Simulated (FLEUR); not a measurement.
# Pb (Fd-3m) in FLEUR: further runs

One crystal, Pb, is run at these levels: r2SCAN; tasks: band structure, equation of state.

Everything below comes from runs of FLEUR MaX-R8.1 (later development tree). Logs are shortened: lines on timing, memory, paths and dates and some standing lists are left out, and cuts for length are marked.

## Step 1: Starting point

It takes space group Fd-3m (No. 227, cubic). Conventional cell: a = 6.878 Å, b = 6.878 Å, c = 6.878 Å, α = 90.00°, β = 90.00°, γ = 90.00°. Around Pb (site symmetry -43m) lie 4 Pb at 2.98 Å.

This isn't the form of Pb at room conditions, which is fcc.

## Step 2: Band structure, r2SCAN

Contents of inp.xml:

```xml
<?xml version="1.0" encoding="UTF-8" standalone="no"?>
<fleurInput fleurInputVersion="0.39">
   <comment>
      Pb                                                                                                  
   </comment>
   <calculationSetup>
      <cutoffs Kmax="4.1" Gmax="12.7" GmaxXC="12.7" numbands="0"/>
      <scfLoop itmax="80" minDistance="0.0001" maxIterBroyd="30" imix="Anderson" alpha="0.05" precondParam="0.0" spinf="2.0" sdNocoIR="T"/>
      <coreElectrons ctail="F" frcor="F" kcrel="0" coretail_lmax="0"/>
      <xcFunctional name="LibXC" relativisticCorrections="F">
         <LibXCName exchange="mgga_x_r2scan" correlation="mgga_c_r2scan"/>
         <AuxGGA exchange="117" correlation="130"/>
      </xcFunctional>
      <magnetism jspins="1"/>
      <soc l_soc="F" theta="0.0" phi="0.0" spav="F"/>
      <expertModes spex="0" secvar="F"/>
      <geometryOptimization l_f="F" forcealpha="1.0" forcemix="BFGS" epsdisp="0.00001" epsforce="0.00001"/>
      <ldaU l_linMix="F" mixParam="0.05" spinf="1.0"/>
   </calculationSetup>
   <cell>
      <bzIntegration valenceElectrons="40.0" mode="hist" fermiSmearingEnergy="0.00183747">
         <kPointListSelection listName="default-1"/>
         <!-- k-points included here -->
         <xi:include xmlns:xi="http://www.w3.org/2001/XInclude" href="kpts.xml"> </xi:include>
      </bzIntegration>
      <!-- symmetry operations included here -->
      <xi:include xmlns:xi="http://www.w3.org/2001/XInclude" href="sym.xml"> </xi:include>
      <bulkLattice scale="1.0">
         <bravaisMatrix>
            <row-1>    0.0000000000000000     6.4987682473791999     6.4987682473791999</row-1>
            <row-2>    6.4987682473791999     0.0000000000000000     6.4987682473791999</row-2>
            <row-3>    6.4987682473791999     6.4987682473791999     0.0000000000000000</row-3>
         </bravaisMatrix>
      </bulkLattice>
   </cell>
   <atomSpecies>
      <species name="Lead (Pb)" element="Pb" atomicNumber="82">
         <mtSphere radius="2.61" gridPoints="863" logIncrement="0.016"/>
         <atomicCutoffs lmax="10" lnonsphr="10"/>
         <electronConfig flipSpins="F">
            <coreConfig>(1s1/2) (2s1/2) (2p1/2) (2p3/2) (3s1/2) (3p1/2) (3p3/2) (4s1/2) (3d3/2) (3d5/2) (4p1/2) (4p3/2) (4d3/2) (4d5/2) (4f5/2) (4f7/2) (5s1/2)</coreConfig>
            <valenceConfig>(5p1/2) (5p3/2) (6s1/2) (5d3/2) (5d5/2) (6p1/2) (6p3/2)</valenceConfig>
            <stateOccupation state="(6p1/2)" spinUp="0.333333" spinDown="0.333333"/>
            <stateOccupation state="(6p3/2)" spinUp="0.666667" spinDown="0.666667"/>
         </electronConfig>
         <energyParameters s="6" p="6" d="5" f="5"/>
         <lo type="SCLO" l="1" n="5" eDeriv="0"/>
         <lo type="SCLO" l="1" n="5" eDeriv="1"/>
         <lo type="SCLO" l="0" n="6" eDeriv="2"/>
         <lo type="SCLO" l="2" n="5" eDeriv="2"/>
         <lo type="SCLO" l="3" n="5" eDeriv="2"/>
      </species>
   </atomSpecies>
   <atomGroups>
      <atomGroup species="Lead (Pb)">
         <relPos label="                   1">1.000/8.000 1.000/8.000 1.000/8.000</relPos>
         <relPos label="                   2">-1.000/8.000 -1.000/8.000 -1.000/8.000</relPos>
         <force calculate="T" relaxXYZ="TTT"/>
      </atomGroup>
   </atomGroups>
   <output dos="F" band="F" slice="F">
      <checks vchk="F" cdinf="F"/>
      <bandDOS minEnergy="-.5*Htr" maxEnergy="0.5*Htr" sigma="0.015" storeEVData="T"/>
      <vacuumDOS vacdos="F" integ="F" star="F" nstars="0" locx1="0.0" locy1="0.0" locx2="0.0" locy2="0.0" nstm="0" tworkf="0.0"/>
      <unfoldingBand unfoldBand="F" supercellX="1" supercellY="1" supercellZ="1"/>
      <plotting iplot="0" polar="F">
         <plot TwoD="T" vec1="  1.0  0.0  0.0" vec2="  0.0  1.0  0.0" vec3="  0.0  0.0  1.0" zero="  0.0  0.0  0.0" file="plot"/>
      </plotting>
      <chargeDensitySlicing numkpt="0" minEigenval="0.0" maxEigenval="0.0" nnne="0" pallst="F"/>
      <specialOutput eonly="F"/>
      <moessbauerParams electricFieldGradient="T" isomerShift="T" coreHyperfine="T" valenceHyperfine="T"/>
      <magneticCircularDichroism mcd="F" energyLo="-10.0" energyUp="0.0"/>
   </output>
  <!-- We include the file relax.xml here to enable relaxations (see documentation) -->
  <xi:include xmlns:xi="http://www.w3.org/2001/XInclude" href="relax.xml"> <xi:fallback/> </xi:include>
</fleurInput>
```

Contents of crystal.txt:

```
Pb
&input cartesian=F /
0.0000000000  3.4390000555  3.4390000555
3.4390000555  0.0000000000  3.4390000555
3.4390000555  3.4390000555  0.0000000000
1.8897261246
1.0 1.0 1.0

2
82 0.2500000000  0.2500000000  0.2500000000
82 0.0000000000  0.0000000000  0.0000000000

&kpt div1=7 div2=7 div3=7 gamma=T /
```

Contents of inp.xml (bands):

```
<?xml version="1.0" encoding="UTF-8" standalone="no"?>
<fleurInput fleurInputVersion="0.39">
   <comment>
      Pb                                                                                                  
   </comment>
   <calculationSetup>
      <cutoffs Kmax="4.1" Gmax="12.7" GmaxXC="12.7" numbands="0"/>
      <scfLoop itmax="80" minDistance="0.0001" maxIterBroyd="30" imix="Anderson" alpha="0.05" precondParam="0.0" spinf="2.0" sdNocoIR="T"/>
      <coreElectrons ctail="F" frcor="F" kcrel="0" coretail_lmax="0"/>
      <xcFunctional name="LibXC" relativisticCorrections="F">
         <LibXCName exchange="mgga_x_r2scan" correlation="mgga_c_r2scan"/>
         <AuxGGA exchange="117" correlation="130"/>
      </xcFunctional>
      <magnetism jspins="1"/>
      <soc l_soc="F" theta="0.0" phi="0.0" spav="F"/>
      <expertModes spex="0" secvar="F"/>
      <geometryOptimization l_f="F" forcealpha="1.0" forcemix="BFGS" epsdisp="0.00001" epsforce="0.00001"/>
      <ldaU l_linMix="F" mixParam="0.05" spinf="1.0"/>
   </calculationSetup>
   <cell>
      <bzIntegration valenceElectrons="40.0" mode="hist" fermiSmearingEnergy="0.00183747">
         <kPointListSelection listName="path-1"/>
         <!-- k-points included here -->
         <xi:include xmlns:xi="http://www.w3.org/2001/XInclude" href="kpts.xml"> </xi:include>
      </bzIntegration>
      <!-- symmetry operations included here -->
      <xi:include xmlns:xi="http://www.w3.org/2001/XInclude" href="sym.xml"> </xi:include>
      <bulkLattice scale="1.0">
         <bravaisMatrix>
            <row-1>    0.0000000000000000     6.4987682473791999     6.4987682473791999</row-1>
            <row-2>    6.4987682473791999     0.0000000000000000     6.4987682473791999</row-2>
            <row-3>    6.4987682473791999     6.4987682473791999     0.0000000000000000</row-3>
         </bravaisMatrix>
      </bulkLattice>
   </cell>
   <atomSpecies>
      <species name="Lead (Pb)" element="Pb" atomicNumber="82">
         <mtSphere radius="2.61" gridPoints="863" logIncrement="0.016"/>
         <atomicCutoffs lmax="10" lnonsphr="10"/>
         <electronConfig flipSpins="F">
            <coreConfig>(1s1/2) (2s1/2) (2p1/2) (2p3/2) (3s1/2) (3p1/2) (3p3/2) (4s1/2) (3d3/2) (3d5/2) (4p1/2) (4p3/2) (4d3/2) (4d5/2) (4f5/2) (4f7/2) (5s1/2)</coreConfig>
            <valenceConfig>(5p1/2) (5p3/2) (6s1/2) (5d3/2) (5d5/2) (6p1/2) (6p3/2)</valenceConfig>
            <stateOccupation state="(6p1/2)" spinUp="0.333333" spinDown="0.333333"/>
            <stateOccupation state="(6p3/2)" spinUp="0.666667" spinDown="0.666667"/>
         </electronConfig>
         <energyParameters s="6" p="6" d="5" f="5"/>
         <lo type="SCLO" l="1" n="5" eDeriv="0"/>
         <lo type="SCLO" l="1" n="5" eDeriv="1"/>
         <lo type="SCLO" l="0" n="6" eDeriv="2"/>
         <lo type="SCLO" l="2" n="5" eDeriv="2"/>
         <lo type="SCLO" l="3" n="5" eDeriv="2"/>
      </species>
   </atomSpecies>
   <atomGroups>
      <atomGroup species="Lead (Pb)">
         <relPos label="                   1">1.000/8.000 1.000/8.000 1.000/8.000</relPos>
         <relPos label="                   2">-1.000/8.000 -1.000/8.000 -1.000/8.000</relPos>
         <force calculate="T" relaxXYZ="TTT"/>
      </atomGroup>
   </atomGroups>
   <output dos="F" band="T" slice="F">
      <checks vchk="F" cdinf="F"/>
      <bandDOS minEnergy="-.5*Htr" maxEnergy="0.5*Htr" sigma="0.015" storeEVData="T"/>
      <vacuumDOS vacdos="F" integ="F" star="F" nstars="0" locx1="0.0" locy1="0.0" locx2="0.0" locy2="0.0" nstm="0" tworkf="0.0"/>
      <unfoldingBand unfoldBand="F" supercellX="1" supercellY="1" supercellZ="1"/>
      <plotting iplot="0" polar="F">
         <plot TwoD="T" vec1="  1.0  0.0  0.0" vec2="  0.0  1.0  0.0" vec3="  0.0  0.0  1.0" zero="  0.0  0.0  0.0" file="plot"/>
      </plotting>
      <chargeDensitySlicing numkpt="0" minEigenval="0.0" maxEigenval="0.0" nnne="0" pallst="F"/>
      <specialOutput eonly="F"/>
      <moessbauerParams electricFieldGradient="T" isomerShift="T" coreHyperfine="T" valenceHyperfine="T"/>
      <magneticCircularDichroism mcd="F" energyLo="-10.0" energyUp="0.0"/>
   </output>
  <!-- We include the file relax.xml here to enable relaxations (see documentation) -->
  <xi:include xmlns:xi="http://www.w3.org/2001/XInclude" href="relax.xml"> <xi:fallback/> </xi:include>
</fleurInput>
```

Potentials or basis: all-electron, FLAPW.

Started as:

```bash
> inpgen -f crystal.txt -profile fastHighL
> # inp.xml edited to the form shown
> fleur_MPI
> fleur_MPI   # second run, on inp.xml (bands)
```

What it wrote:

```text
Welcome to FLEUR        (www.flapw.de)
      MaX-Release 8.1          (www.max-centre.eu)
 func_ids         498         497         498         497
 MetaGGA potential functional detected - V_tau will be computed
 Auxiliary Potential for radial basis: exchange=         117  correlation=         130
The functional 'Re-regularized SCAN exchange by Furness et al' is an exchange functional, it belongs to the 'MGGA' family and is defined in the reference(s):
[1] J. W. Furness, A. D. Kaplan, J. Ning, J. P. Perdew, and J. Sun.,  J. Phys. Chem. Lett. 11, 8208-8215 (2020)
[2] J. W. Furness, A. D. Kaplan, J. Ning, J. P. Perdew, and J. Sun.,  J. Phys. Chem. Lett. 11, 9248-9248 (2020)
The functional 'Re-regularized SCAN correlation by Furness et al' is a correlation functional, it belongs to the 'MGGA' family and is defined in the reference(s):
[1] J. W. Furness, A. D. Kaplan, J. Ning, J. P. Perdew, and J. Sun.,  J. Phys. Chem. Lett. 11, 8208-8215 (2020)
[2] J. W. Furness, A. D. Kaplan, J. Ning, J. P. Perdew, and J. Sun.,  J. Phys. Chem. Lett. 11, 9248-9248 (2020)
 Using same functional for VXC and EXC

 ========== k-point set info ==========
 Selected k-point list: default-1
 k-point list type: mesh
 7 x 7 x 7
 Number of k points: 20

 ------------Calculation Setup---------------------------
 Number of MPI-tasks      :            1
 Number of PE/node        :            1
 Number of OMP-threads    :            1
 Most efficient MPI parallelization for:
           1           2           4           5          10          20
 Additional eigenvalue parallelization possible
 Number of basis functions:          716
 Approximate size of matrices (H+S) per k-point:         0.008 GB
 --------------------------------------------------------
The functional 'Hammer, Hansen, and Norskov' is an exchange functional, it belongs to the 'GGA' family and is defined in the reference(s):
[1] B. Hammer, L. B. Hansen, and J. K. Nørskov.,  Phys. Rev. B 59, 7413 (1999)
The functional 'Perdew, Burke & Ernzerhof' is a correlation functional, it belongs to the 'GGA' family and is defined in the reference(s):
[1] J. P. Perdew, K. Burke, and M. Ernzerhof.,  Phys. Rev. Lett. 77, 3865 (1996)
[2] J. P. Perdew, K. Burke, and M. Ernzerhof.,  Phys. Rev. Lett. 78, 1396 (1997)
 Using same functional for VXC and EXC
 Using auxiliary GGA potential for the first iteration of MetaGGA calculation.
 Reset of history
 Reset of history
 Iteration:     1   Distance:      46.64358635 me/bohr^3
The functional 'Hammer, Hansen, and Norskov' is an exchange functional, it belongs to the 'GGA' family and is defined in the reference(s):
[1] B. Hammer, L. B. Hansen, and J. K. Nørskov.,  Phys. Rev. B 59, 7413 (1999)
The functional 'Perdew, Burke & Ernzerhof' is a correlation functional, it belongs to the 'GGA' family and is defined in the reference(s):
[1] J. P. Perdew, K. Burke, and M. Ernzerhof.,  Phys. Rev. Lett. 77, 3865 (1996)
[2] J. P. Perdew, K. Burke, and M. Ernzerhof.,  Phys. Rev. Lett. 78, 1396 (1997)
 Using same functional for VXC and EXC
 Iteration:     2   Distance:      44.26592574 me/bohr^3
The functional 'Hammer, Hansen, and Norskov' is an exchange functional, it belongs to the 'GGA' family and is defined in the reference(s):
[1] B. Hammer, L. B. Hansen, and J. K. Nørskov.,  Phys. Rev. B 59, 7413 (1999)
The functional 'Perdew, Burke & Ernzerhof' is a correlation functional, it belongs to the 'GGA' family and is defined in the reference(s):
[1] J. P. Perdew, K. Burke, and M. Ernzerhof.,  Phys. Rev. Lett. 77, 3865 (1996)
[2] J. P. Perdew, K. Burke, and M. Ernzerhof.,  Phys. Rev. Lett. 78, 1396 (1997)
 Using same functional for VXC and EXC
 Iteration:     3   Distance:      42.03276666 me/bohr^3
The functional 'Hammer, Hansen, and Norskov' is an exchange functional, it belongs to the 'GGA' family and is defined in the reference(s):
[1] B. Hammer, L. B. Hansen, and J. K. Nørskov.,  Phys. Rev. B 59, 7413 (1999)
The functional 'Perdew, Burke & Ernzerhof' is a correlation functional, it belongs to the 'GGA' family and is defined in the reference(s):
[1] J. P. Perdew, K. Burke, and M. Ernzerhof.,  Phys. Rev. Lett. 77, 3865 (1996)
[2] J. P. Perdew, K. Burke, and M. Ernzerhof.,  Phys. Rev. Lett. 78, 1396 (1997)
 Using same functional for VXC and EXC
 Iteration:     4   Distance:       1.32866717 me/bohr^3
The functional 'Hammer, Hansen, and Norskov' is an exchange functional, it belongs to the 'GGA' family and is defined in the reference(s):
[1] B. Hammer, L. B. Hansen, and J. K. Nørskov.,  Phys. Rev. B 59, 7413 (1999)
The functional 'Perdew, Burke & Ernzerhof' is a correlation functional, it belongs to the 'GGA' family and is defined in the reference(s):
[1] J. P. Perdew, K. Burke, and M. Ernzerhof.,  Phys. Rev. Lett. 77, 3865 (1996)
[2] J. P. Perdew, K. Burke, and M. Ernzerhof.,  Phys. Rev. Lett. 78, 1396 (1997)
 Using same functional for VXC and EXC
 Iteration:     5   Distance:       0.57123363 me/bohr^3
The functional 'Hammer, Hansen, and Norskov' is an exchange functional, it belongs to the 'GGA' family and is defined in the reference(s):
[... 53 lines left out ...]
 Using same functional for VXC and EXC
 Iteration:    13   Distance:       0.00113362 me/bohr^3
The functional 'Hammer, Hansen, and Norskov' is an exchange functional, it belongs to the 'GGA' family and is defined in the reference(s):
[1] B. Hammer, L. B. Hansen, and J. K. Nørskov.,  Phys. Rev. B 59, 7413 (1999)
The functional 'Perdew, Burke & Ernzerhof' is a correlation functional, it belongs to the 'GGA' family and is defined in the reference(s):
[1] J. P. Perdew, K. Burke, and M. Ernzerhof.,  Phys. Rev. Lett. 77, 3865 (1996)
[2] J. P. Perdew, K. Burke, and M. Ernzerhof.,  Phys. Rev. Lett. 78, 1396 (1997)
 Using same functional for VXC and EXC
 Iteration:    14   Distance:       0.00011768 me/bohr^3
The functional 'Hammer, Hansen, and Norskov' is an exchange functional, it belongs to the 'GGA' family and is defined in the reference(s):
[1] B. Hammer, L. B. Hansen, and J. K. Nørskov.,  Phys. Rev. B 59, 7413 (1999)
The functional 'Perdew, Burke & Ernzerhof' is a correlation functional, it belongs to the 'GGA' family and is defined in the reference(s):
[1] J. P. Perdew, K. Burke, and M. Ernzerhof.,  Phys. Rev. Lett. 77, 3865 (1996)
[2] J. P. Perdew, K. Burke, and M. Ernzerhof.,  Phys. Rev. Lett. 78, 1396 (1997)
 Using same functional for VXC and EXC
 Iteration:    15   Distance:       0.00013965 me/bohr^3
The functional 'Hammer, Hansen, and Norskov' is an exchange functional, it belongs to the 'GGA' family and is defined in the reference(s):
[1] B. Hammer, L. B. Hansen, and J. K. Nørskov.,  Phys. Rev. B 59, 7413 (1999)
The functional 'Perdew, Burke & Ernzerhof' is a correlation functional, it belongs to the 'GGA' family and is defined in the reference(s):
[1] J. P. Perdew, K. Burke, and M. Ernzerhof.,  Phys. Rev. Lett. 77, 3865 (1996)
[2] J. P. Perdew, K. Burke, and M. Ernzerhof.,  Phys. Rev. Lett. 78, 1396 (1997)
 Using same functional for VXC and EXC
 Iteration:    16   Distance:       0.00000707 me/bohr^3

 ********************************************************************
 Run finished successfully
 Stop message:
   all done
 ********************************************************************
```

Run time: 2.3 min. Hardware: 1 thread of Arm Neoverse N1, shared host; peak memory 0.09 GiB.

Results:

- Free energy: -1138858.5000 eV
- Band gap along the path: none (metal or under the smearing width)
- Valence electrons inside the program's atomic spheres: Pb 18.00 (radii Pb 2.61 bohr)

Levels at the corners of the path, in eV from the Fermi level:
```csv
point,band 17,band 18,band 19,band 20,band 21,band 22,band 23,band 24
Γ,-11.62,-3.87,0.39,0.39,0.39,2.61,2.61,2.61
X,-8.81,-8.81,-2.06,-2.06,1.01,1.01,7.60,7.60
W,-8.78,-8.78,-2.52,-2.52,2.99,2.99,4.49,4.49
K,-9.22,-8.35,-2.83,-1.72,1.15,3.26,5.47,6.19
Γ,-11.62,-3.87,0.39,0.39,0.39,2.61,2.61,2.61
L,-10.19,-7.34,-0.87,-0.80,-0.80,3.80,3.80,5.65
U,-9.22,-8.35,-2.83,-1.72,1.15,3.26,5.47,6.19
W,-8.78,-8.78,-2.52,-2.52,2.99,2.99,4.49,4.49
L,-10.19,-7.34,-0.87,-0.80,-0.80,3.80,3.80,5.65
K,-9.22,-8.35,-2.83,-1.72,1.15,3.26,5.47,6.19
U,-9.22,-8.35,-2.83,-1.72,1.15,3.26,5.47,6.19
X,-8.81,-8.81,-2.06,-2.06,1.01,1.01,7.60,7.60
```

Core levels (eV from the Fermi level):
```
atom                                                                                                                                                                                                                                                     levels
1 Pb  1s1/2 -87981.5, 2s1/2 -15719.3, 2p1/2 -15092.3, 2p3/2 -12902.4, 3s1/2 -3769.9, 3p1/2 -3487.7, 3p3/2 -2999.0, 4s1/2 -850.4, 3d3/2 -2536.6, 3d5/2 -2432.6, 4p1/2 -728.3, 4p3/2 -608.8, 4d3/2 -410.3, 4d5/2 -388.0, 4f5/2 -131.2, 4f7/2 -126.1, 5s1/2 -139.4
2 Pb  1s1/2 -87981.5, 2s1/2 -15719.3, 2p1/2 -15092.3, 2p3/2 -12902.4, 3s1/2 -3769.9, 3p1/2 -3487.7, 3p3/2 -2999.0, 4s1/2 -850.4, 3d3/2 -2536.6, 3d5/2 -2432.6, 4p1/2 -728.3, 4p3/2 -608.8, 4d3/2 -410.3, 4d5/2 -388.0, 4f5/2 -131.2, 4f7/2 -126.1, 5s1/2 -139.4
```

Caveat: the meta-GGA is that of a development version, with a GGA for the radial functions and cores and without core tails; spin-orbit coupling is left out, which moves the levels of the heavy elements.

(Continued in part 2 of 2.)
